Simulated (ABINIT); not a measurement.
Input of an ABINIT 10.8.3 (patched build) run:

File run.abi:

```
# Pseudopotentials
pp_dirpath "./"
pseudos "Pb_ONCV_PBE-1.2.upf, Se_ONCV_PBE-1.2.upf"

# Structure
acell 4.3284127397 4.3284127397 4.3284127397 Angstrom
rprim
     0.0000000000     0.7071067812     0.7071067812
     0.7071067812     0.0000000000     0.7071067812
     0.7071067812     0.7071067812     0.0000000000
ntypat 2
znucl 82 34
natom 2
typat 1 2
xred
     0.0000000000     0.0000000000     0.0000000000
     0.5000000000     0.5000000000     0.5000000000

# Plane-wave basis
ecut 18.0

# k points
kptopt 1
ngkpt 6 6 6
nshiftk 1
shiftk 0.0 0.0 0.0

# Exchange and correlation
ixc 41
fockdownsampling 2 2 2
hyb_mixing 0.25

# Bands and occupations
nband 14
occopt 3
tsmear 0.05 eV

# SCF cycle
nstep 60
toldfe 1.0e-7

# Output
iomode 3
prtwf 0
prtden 0
prteig 0
prtebands 0
```

Potentials or basis: SG15 NC PBE v1.2.

Launch:

```console
$ mpirun --bind-to none -np 4 abinit run.abi > log 2>&1
```

Q: Predict the band gap on the k mesh.

A: 0.81 eV, direct.

Caveat: exact exchange is summed on a coarse mesh, which widens gaps by tenths of an eV; spin-orbit coupling is left out, which as a rule narrows the gap of such compounds by several tenths of an eV.

**Experimental background.**

A printed reference work, monograph reports, for a bulk crystal of PbSe at 4.2 K: band gap 0.15 eV (direct).

Against the measured gap of PbSe, 0.15 eV (direct; 4.2 K; a printed reference work, monograph), the calculated 0.81 eV is off by +0.66 eV. 2 values of this kind are on record (0.15 to 0.28 eV); this one was drawn at random. Spin-orbit coupling on Pb, Se is left out. The value is that of PBE0 on a finite k mesh, which can miss the band edges, without temperature or zero-point motion.
